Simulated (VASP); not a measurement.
# Si2Mo (I4/mmm) in VASP: a series of runs

One crystal, Si2Mo, is run at these levels: PBE; tasks: single point.

Program: VASP 6.6.1. These are calculated values, not measurements. Logs are shortened: lines on timing, memory, paths and dates and some standing lists are left out, and cuts for length are marked.

### 1 Starting point

The structure is tetragonal, space group I4/mmm (No. 139). Conventional cell: a = 3.200 Å, b = 3.200 Å, c = 7.861 Å, α = 90.00°, β = 90.00°, γ = 90.00°. Around Mo (site symmetry 4/mmm) lie 10 Si at 2.62 Å. Si (site symmetry 4mm) has 5 Si at 2.61 to 2.63 Å and 5 Mo at 2.62 Å as nearest neighbours.

### 2 Single point, PBE

The input, INCAR:

```
ADDGRID = F ; ALGO = Normal
EDIFF = 1E-7 ; ENCUT = 550
GGA = PE ; ISIF = 2
ISMEAR = 1 ; LASPH = T
LCHARG = F ; LREAL = F
LWAVE = F ; NBANDS = 18
NELM = 100 ; PREC = Accurate
SIGMA = 0.1
```

The input, KPOINTS:

```
k-points
0
Gamma
  13 13 13
```

The input, POSCAR:

```
Si2Mo
1.0
   -1.6000000000      1.6000000000      3.9305000000
    1.6000000000     -1.6000000000      3.9305000000
    1.6000000000      1.6000000000     -3.9305000000
Mo Si
1 2
Direct
   -0.0128720000      0.0152880000      0.0344780000
    0.6968840000      0.6719970000      0.0123430000
    0.3571860000      0.3365870000      0.0211040000
```

Potentials or basis: VASP PAW PBE potentials, release 64 (Mo_sv, Si).

The run is started by

```console
$ cat potpaw_PBE.64/Mo_sv/POTCAR potpaw_PBE.64/Si/POTCAR > POTCAR
$ mpirun -np 1 vasp_std > vasp.out
```

OUTCAR:

```text
EDIFF = 1E-7
   ENCUT = 550
   GGA = PE
   ISIF = 2
   ISMEAR = 1
   LASPH = T
   LREAL = F
   NELM = 100
   PREC = Accurate

 Found   1099 irreducible k-points:

 Following reciprocal coordinates:
            Coordinates               Weight
  0.000000  0.000000  0.000000      1.000000
  0.076923 -0.000000  0.000000      2.000000
 -0.000000  0.076923  0.000000      2.000000
 -0.000000  0.076923 -0.076923      2.000000
  0.076923 -0.000000 -0.076923      2.000000
  0.153846  0.000000 -0.000000      2.000000
   k-points           NKPTS =   1099   k-points in BZ     NKDIM =   1099   number of bands    NBANDS=     18
   number of dos      NEDOS =    301   number of ions     NIONS =      3
   total plane-waves  NPLWV =  46656
   dimension x,y,z NGX =    36 NGY =   36 NGZ =   36
   dimension x,y,z NGXF=    72 NGYF=   72 NGZF=   72
   ions per type =               1   2
   NGX,Y,Z   is equivalent  to a cutoff of  13.20, 13.20, 13.20 a.u.
   NGXF,Y,Z  is equivalent  to a cutoff of  26.39, 26.39, 26.39 a.u.
 SYSTEM =  unknown system
   PREC   = accura    normal or accurate (medium, high low for compatibility)
   ISTART =      0    job   : 0-new  1-cont  2-samecut
   ICHARG =      2    charge: 1-file 2-atom 10-const
   ISPIN  =      1    spin polarized calculation?
   LNONCOLLINEAR =      F non collinear calculations
   LSORBIT =      F    spin-orbit coupling
   LASPH  =      T    aspherical Exc in radial PAW
   ENCUT  =  550.0 eV  40.42 Ry    6.36 a.u.   8.67  8.67  8.67*2*pi/ulx,y,z
   NELM   =    100;   NELMIN=  2; NELMDL= -5     # of ELM steps
   EDIFF  = 0.1E-06   stopping-criterion for ELM
   LREAL  =      F    real-space projection
   EDIFFG = 0.1E-05   stopping-criterion for IOM
   NSW    =      0    number of steps for IOM
   IBRION =     -1    ionic relax: 0-MD 1-quasi-New 2-CG
   NFREE  =      0    steps in history (QN), initial steepest desc. (CG)
   ISIF   =      2    stress and relaxation
   ISYM   =      2    0-nonsym 1-usesym 2-fastsym
   POTIM  = 0.5000    time-step for ionic-motion
   TEBEG  =    0.0;   TEEND  =   0.0 temperature during run
   PSTRESS=    0.0 pullay stress
   NELECT =      22.0000    total number of electrons
   NUPDOWN=      -1.0000    fix difference up-down
   EMIN   =  10.00;   EMAX   =-10.00  energy-range for DOS
   EFERMI =   0.00;   METHOD = LEGACY
   ISMEAR =     1;   SIGMA  =   0.10  broadening in eV -4-tet -1-fermi 0-gaus
   EFERMI_NEDOS =   21; number of points for ismear=-14 and -15
   IALGO  =     38    algorithm
   IMIX   =      4    mixing-type and parameters
     AMIX     =   0.40;   BMIX     =  1.00
     AMIX_MAG =   1.60;   BMIX_MAG =  1.00
  volume/ion in A,a.u.               =      13.42        90.54
  Fermi-wavevector in a.u.,A,eV,Ry     =   1.338546  2.529484 24.377614  1.791704
  Thomas-Fermi vector in A             =   2.467007
   LORBIT       =      0    0 simple, 1 ext, 2 COOP (PROOUT), +10 PAW based schemes
   GGA     = PE    functional components
   LHFCALC =     F    Hartree Fock is set to
   AEXX    =    0.0000 exact exchange contribution
   IVDW    =     0    specifies the selected vdW correction
   LEPSILON=     F    determine dielectric tensor
   LRPA    =     F    only Hartree local field effects (RPA)
 non-spin polarized calculation
 Methfessel and Paxton  Order N= 1 SIGMA  =   0.10
  energy-cutoff  :      550.00
  volume of cell :       40.25
 maximum number of plane-waves:      1203
   NGX = 17   NGY = 17   NGZ = 17

 number of electron      22.0000000 magnetization

 Free energy of the ion-electron system (eV)
  ---------------------------------------------------
  ext. energy  EPLUGINS =         0.00000000
  ---------------------------------------------------
  free energy    TOTEN  =       -22.91399594 eV

  energy without entropy =      -22.91404571  energy(sigma->0) =      -22.91401253

 E-fermi :  12.3148     XC(G=0): -12.4134

 val. band max:       12.3132261401   @ k =   0.3077  -0.3077  -0.4615
 cond. band min:      12.3209231338   @ k =  -0.4615  -0.3846  -0.4615
 fundamental gap:      0.0076969937
 Fermi energy:        12.3147884477

 k-point     1 :       0.0000    0.0000    0.0000
  band No.  band energies     occupation
      1     -48.4470      2.00000
      2     -22.6614      2.00000
      3     -22.5099      2.00000
      4     -22.5036      2.00000
      5      -1.2347      2.00000
      6       5.9943      2.00000
[... 10 lines left out ...]
     17      17.2918      0.00000
     18      17.4487      0.00000

 k-point     2 :       0.0769   -0.0000    0.0000
  band No.  band energies     occupation
      1     -48.4460      2.00000
      2     -22.6604      2.00000
      3     -22.5235      2.00000
      4     -22.5034      2.00000
      5      -1.1282      2.00000
      6       6.0013      2.00000
[... 10 lines left out ...]
     17      17.5896      0.00000
     18      17.9493      0.00000

 k-point     3 :      -0.0000    0.0769    0.0000
  band No.  band energies     occupation
      1     -48.4460      2.00000
      2     -22.6603      2.00000
      3     -22.5207      2.00000
      4     -22.5063      2.00000
      5      -1.1280      2.00000
      6       6.0054      2.00000
[... 10 lines left out ...]
     17      17.4556      0.00000
     18      18.0299      0.00000

 k-point     4 :      -0.0000    0.0769   -0.0769
  band No.  band energies     occupation
      1     -48.4460      2.00000
      2     -22.6603      2.00000
      3     -22.5236      2.00000
      4     -22.5034      2.00000
      5      -1.1282      2.00000
      6       6.0019      2.00000
[... 10 lines left out ...]
     17      17.5940      0.00000
     18      17.9469      0.00000

 k-point     5 :       0.0769   -0.0000   -0.0769
  band No.  band energies     occupation
      1     -48.4460      2.00000
      2     -22.6603      2.00000
      3     -22.5206      2.00000
      4     -22.5063      2.00000
      5      -1.1286      2.00000
      6       5.9970      2.00000
[... 10 lines left out ...]
     17      17.4334      0.00000
     18      18.0719      0.00000

 k-point     6 :       0.1538    0.0000   -0.0000
  band No.  band energies     occupation
      1     -48.4430      2.00000
      2     -22.6576      2.00000
      3     -22.5642      2.00000
      4     -22.4999      2.00000
      5      -0.8132      2.00000
      6       5.9686      2.00000
[... 10 lines left out ...]
     17      18.2313      0.00000
     18      19.2151      0.00000

 [... further k-points ...]
[... 5 lines left out ...]
  --------------------------------------------------------------------------------------
  -------------------------------------------------------------------------------------
  Total        1.3096673      1.4389200      2.0894438     -0.2488495      0.2981874     -0.5780632
  in kB       52.1343323     57.2795321     83.1751341     -9.9060272     11.8700364    -23.0111416
  external PRESSURE =      64.1963328 kB  Pullay stress =       0.0000000 kB

 VOLUME and BASIS-vectors are now :
 -----------------------------------------------------------------------------
  energy-cutoff  :      550.00
  volume of cell :       40.25
      direct lattice vectors                 reciprocal lattice vectors
    -1.600000000  1.600000000  3.930500000     0.000000000  0.312500000  0.127210279
     1.600000000 -1.600000000  3.930500000     0.312500000  0.000000000  0.127210279
     1.600000000  1.600000000 -3.930500000     0.312500000  0.312500000  0.000000000

 POSITION                                       TOTAL-FORCE (eV/Angst)
 -----------------------------------------------------------------------------------
     -1.49978      1.61011      3.80448        -0.978925      0.543581      2.663242
     -0.02007      0.05957      5.33187         0.300142     -0.074105     -2.250101
      0.00081      0.06672      2.64393         0.678783     -0.469476     -0.413140
 -----------------------------------------------------------------------------------
    total drift:                               -0.000041     -0.000003     -0.000219

  FREE ENERGIE OF THE ION-ELECTRON SYSTEM (eV)
  ---------------------------------------------------
  free  energy   TOTEN  =       -22.9139959369 eV

  energy  without entropy=      -22.9140457128  energy(sigma->0) =      -22.91401253
```

It took 12 min on 1 thread of Intel Xeon Platinum 8375C at 2.90GHz (Ice Lake), shared host; peak memory 0.86 GiB.

The run converged, but some of its settings lie outside the range that counts as converged, so its numbers aren't taken as properties of the crystal.

What came out:

```
Free energy            : -22.9140 eV
Pressure               : 6.4 GPa
Largest force          : 2.889 eV/Å
Band gap on the k mesh : none (metal or under the smearing width)
```

### 3 Single point, PBE

Edit INCAR of step 2 so:

```diff
@@ -1,3 +1,3 @@
 ADDGRID = F ; ALGO = Normal
-EDIFF = 1E-7 ; ENCUT = 550
+EDIFF = 1E-7 ; ENCUT = 700
 GGA = PE ; ISIF = 2
```

KPOINTS is that of step 2.

The input, POSCAR:

```
Si2Mo
1.0
   -1.6000000000      1.6000000000      3.9305000000
    1.6000000000     -1.6000000000      3.9305000000
    1.6000000000      1.6000000000     -3.9305000000
Mo Si
1 2
Direct
    0.0000000000      0.0000000000      0.0000000000
    0.6670000000      0.6670000000      0.0000000000
    0.3330000000      0.3330000000      0.0000000000
```

Potentials or basis: VASP PAW PBE potentials, release 64 (Mo_sv, Si).

The run is started by

```console
$ cat potpaw_PBE.64/Mo_sv/POTCAR potpaw_PBE.64/Si/POTCAR > POTCAR
$ mpirun -np 1 vasp_std > vasp.out
```

Wall time 3.7 min (1 thread of Intel Xeon Platinum 8375C at 2.90GHz (Ice Lake), shared host); peak memory 0.39 GiB.

These settings aren't checked as converged: the numbers below hold their error.

Results:

- Free energy: -23.2529 eV
- Pressure: 2.4 GPa
- Largest force: 0.277 eV/Å
- Band gap on the k mesh: none (metal or under the smearing width)

### 4 The reference run

An earlier run on the cell as given: functional PBEsol; potentials or basis VASP PAW PBE potentials, release 64 (Mo_sv, Si); cutoff 520 eV; k mesh 12 × 12 × 12; occupations fermi-dirac, width 0.05 eV; no spin polarisation.

* Pressure: -2.4 GPa
* Largest force: 0.322 eV/Å
* Band gap on the k mesh: none (metal or under the smearing width)
